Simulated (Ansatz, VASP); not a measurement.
# One calculation of MgI2, two programs

```
CELL_PARAMETERS angstrom
4.20720 0.00000 0.00000
-2.10360 3.64354 0.00000
0.00000 0.00000 7.60315
ATOMIC_POSITIONS crystal
Mg 0.00000 0.00000 0.00000
I 0.33333 0.66667 0.77990
I 0.66667 0.33333 0.22010
```

Change from the starting cell: engineering shear strain xz +0.0000, normal strain along z -0.0267.

Alike in both runs: functional PBE; k mesh 6 × 6 × 4; occupations gaussian, width 0.05 eV; no spin polarisation.

Ansatz relaxed the structure, and its values are those at the end. VASP's run is a single point on that final structure, the one shown.

|  | VASP | Ansatz |
| --- | --- | --- |
| version | VASP 6.6.1 | Ansatz 0.2.0 |
| potentials or method | VASP PAW PBE potentials, release 64 (Mg, I) | scalar-relativistic, plane waves, PAW |
| plane-wave cutoff (eV) | 520 | 520 |
| valence electrons in the cell | 16 | 44 |

Ansatz gave:

| Quantity | Value |
| --- | --- |
| gap on the k mesh at the Fermi level (eV) | 3.62 |
| least direct gap on the mesh (eV) | 3.71 |
| pressure (GPa) | 0.0 |
| rms of the force components (eV/Å) | 0.004 |

What did VASP give for the same quantities?

gap on the k mesh at the Fermi level (eV): 3.60; least direct gap on the mesh (eV): 3.69; pressure (GPa): 0.0; rms of the force components (eV/Å): 0.009.

The two sets of potentials don't hold the same shells in valence. Ansatz warned: «stress_scf_threshold_loose».

Caveats: spin-orbit coupling is left out, which moves the levels of the heavy elements; this functional lacks dispersion, which binds the layers, so the pressure and a relaxed spacing across them are unreliable. A k mesh can miss the band edges.
